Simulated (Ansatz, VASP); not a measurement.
## Two plane-wave programs on SnSe

```
Sn Se
1.0
     0.00000    2.96932    2.96932
     2.96932    0.00000    2.96932
     2.96932    2.96932    0.00000
Sn Se
1 1
Direct
  0.00000 0.00000 0.00000
  0.50000 0.50000 0.50000
```

Measurements of this composition are mostly on another form, of space group No. 62.

Alike in both runs: task single point; functional PBEsol; k mesh 6 × 6 × 6; no spin polarisation.

|  | VASP | Ansatz |
| --- | --- | --- |
| version | VASP 6.6.1 | Ansatz 0.2.0 |
| potentials or method | VASP PAW PBE potentials, release 64 (Sn_d, Se) | plane waves, PAW |
| plane-wave cutoff (eV) | 520 | 500 |
| occupations | methfessel-paxton of order 1, width 0.1 eV | methfessel-paxton of order 1 |
| valence electrons in the cell | 20 | 30 |

```csv
,VASP,Ansatz,Ansatz less VASP
pressure (GPa),-0.2,-0.2,-0.02
```

The two sets of potentials don't hold the same shells in valence.

Caveats: the PAW data sets were made with another functional, which shifts forces and pressure a little (VASP). A k mesh can miss the band edges.
